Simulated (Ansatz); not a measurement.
# AlNi: a relaxation

This session takes AlNi and sets out to find the bulk's equilibrium cell.

Program: Ansatz 0.2.0. Level of theory: DFT LDA, scalar-relativistic, plane waves, PAW. These are calculated values, not measurements.

## Step 1: The starting structure

Symmetry: Pm-3m, No. 221, cubic system. Conventional cell: a = 2.881 Å, b = 2.881 Å, c = 2.881 Å, α = 90.00°, β = 90.00°, γ = 90.00°. Al (site symmetry m-3m) has 8 Ni at 2.50 Å as nearest neighbours. Around Ni (site symmetry m-3m) lie 8 Al at 2.50 Å.

Structure file:

```cif
data_structure
_symmetry_space_group_name_H-M 'Pm-3m'
_symmetry_Int_Tables_number 221
_cell_length_a 2.8810
_cell_length_b 2.8810
_cell_length_c 2.8810
_cell_angle_alpha 90.000
_cell_angle_beta 90.000
_cell_angle_gamma 90.000
_cell_volume 23.91
loop_
_atom_site_label
_atom_site_type_symbol
_atom_site_symmetry_multiplicity
_atom_site_Wyckoff_symbol
_atom_site_fract_x
_atom_site_fract_y
_atom_site_fract_z
_atom_site_occupancy
Al1 Al 1 a 0.00000 0.00000 0.00000 1
Ni1 Ni 1 b 0.50000 0.50000 0.50000 1
```

Source of the structure: the Crystallography Open Database.

(A quick probe on a coarse mesh, which set the mesh and smearing, is not shown.)

## Step 3: Coarse relaxation

The input, input.yaml:

```yaml
crystal:
  lattice:
    - [2.881, 0.0, 0.0]
    - [0.0, 2.881, 0.0]
    - [0.0, 0.0, 2.881]
  atoms:
    - { symbol: Al, position: [0.0, 0.0, 0.0] }
    - { symbol: Ni, position: [0.5, 0.5, 0.5] }
basis:
  ecutwfc: 420
kpoints:
  mp_grid: { grid: [8, 8, 8] }
hamiltonian:
  xc: lda
scf:
  occupations: { method: gaussian, width: 0.1 }
output:
  forces: true
  stress: true
  eigenvalues: true
relax:
  adjacent_minimum: "off"
  f_tol: 0.05
  max_steps: 80
  cell: { stress_tol: 0.5 }
```

Launch:

```
$ ansatz run input.yaml --threads 2 --pin off --max-ram 5120MiB --backend cpu --events-out ev --progress --plain --runs-dir out
```

The session goes on with these runs: full relaxation.

**Question.** What will these runs give? Wanted: bulk: relaxed cell; bulk: volume; bulk: formation energy.

The runs gave:

| quantity | value |
| --- | --- |
| bulk: relaxed cell | a = 2.833 Å, b = 2.833 Å, c = 2.833 Å, α = 90.00°, β = 90.00°, γ = 90.00° |
| bulk: space group (0.01 Å) | Pm-3m (No. 221) |
| bulk: volume | 11.36 Å³/atom |
| bulk: formation energy (elements from runs with the same settings, not shown) | -0.70 eV/atom |

What this shows: The bulk's relaxed volume is 5.0 % smaller than at the start. Spin polarisation was off, so a magnetic state was not tested.
